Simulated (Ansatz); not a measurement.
## TaC under compression and expansion

```
CELL_PARAMETERS angstrom
0.00000 2.22700 2.22700
2.22700 0.00000 2.22700
2.22700 2.22700 0.00000
ATOMIC_POSITIONS crystal
Ta 0.00000 0.00000 0.00000
C 0.50000 0.50000 0.50000
```

The cell is COD entry 9008731, as deposited and not checked against the literature; nothing was relaxed.

Spin polarisation is left out, and whether a magnetic state lies lower isn't shown here.

Spin–orbit coupling is left out, though it moves levels of the heavy atoms by tenths of an eV or more.

Levels of theory: DFT, PBE, all-electron LAPW, scalar-relativistic (Ansatz 0.2.0); DFT, PBE, PAW with Ansatz's default frozen-core files, scalar-relativistic (Ansatz 0.2.0).

For LAPW: a Γ-centred 13×13×13 k mesh, Fermi–Dirac smearing of 0.08 eV, basis error target 0.25 meV/atom, no spin polarisation. PAW takes a cutoff of 420 eV at this cell. The Ansatz runs share mesh, smearing and spin set-up. Plane-wave (PAW) pressures include the program's estimate of the Pulay term.

The cell above is scaled evenly, with fractional coordinates and shape held.

```csv
V/V(cell),V (Å³/atom),"P, LAPW (GPa)","P, PAW (GPa)","free energy over the lowest listed, PAW (meV/atom)"
0.9400,10.382,28.73,29.05,69.7
0.9405,10.388,28.50,28.82,68.7
0.9600,10.603,19.92,20.14,35.9
0.9700,10.714,15.84,16.02,23.5
0.9800,10.824,11.96,12.10,13.8
0.9900,10.934,8.28,8.38,6.7
1.0000,11.045,4.78,4.84,2.2
1.0100,11.155,1.45,1.49,0.0
1.0200,11.266,-1.71,-1.70,0.1
1.0300,11.376,-4.71,-4.73,2.3
1.0400,11.487,-7.56,-7.61,6.6
1.0600,11.708,-12.85,-12.95,20.8
```

Task: What do Birch–Murnaghan fits to the pressures give?

Result: LAPW: V0 = 11.21 Å³/atom, B0 = 321 GPa, B0′ = 4.2; PAW: V0 = 11.21 Å³/atom, B0 = 324 GPa, B0′ = 4.2.

PAW's V0 lies 0.01 % from the all-electron value and its B0 0.9 %. Symmetry fixes shape and coordinates here, so this is the relaxed modulus.
